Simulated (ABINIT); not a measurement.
The system is BN.

```
N B
1.0
     2.55394    0.00000    0.00000
    -1.27697    2.21178    0.00000
     0.00000    0.00000    4.22685
N B
2 2
Direct
  0.33333 0.66667 0.12528
  0.66667 0.33333 0.62528
  0.33333 0.66667 0.49972
  0.66667 0.33333 0.99972
```

Measurements of this composition are mostly on another form, of space group No. 194.

Base run:

```yaml
Program: ABINIT 10.8.3 (patched build)
Functional: PBE
Potentials_or_basis: JTH PAW PBE v2.0
Cutoff: 680 eV
k_mesh: 12 × 12 × 6
Occupations: fermi-dirac, width 0.05 eV
Spin: no spin polarisation
```

Its results: band gap on the k mesh 5.19 eV, indirect (least direct gap 8.22 eV); largest force 0.014 eV/Å.

Q: The run is repeated on the same cell with these changes: potentials or basis from JTH PAW PBE v2.0 to SPMS NC PBE v1.0; cutoff from 680 eV to 952 eV. What comes out?

A: Band gap on the k mesh 5.27 eV, indirect (least direct gap 8.30 eV); largest force 0.017 eV/Å.

Not every run made on this cell is shown here.
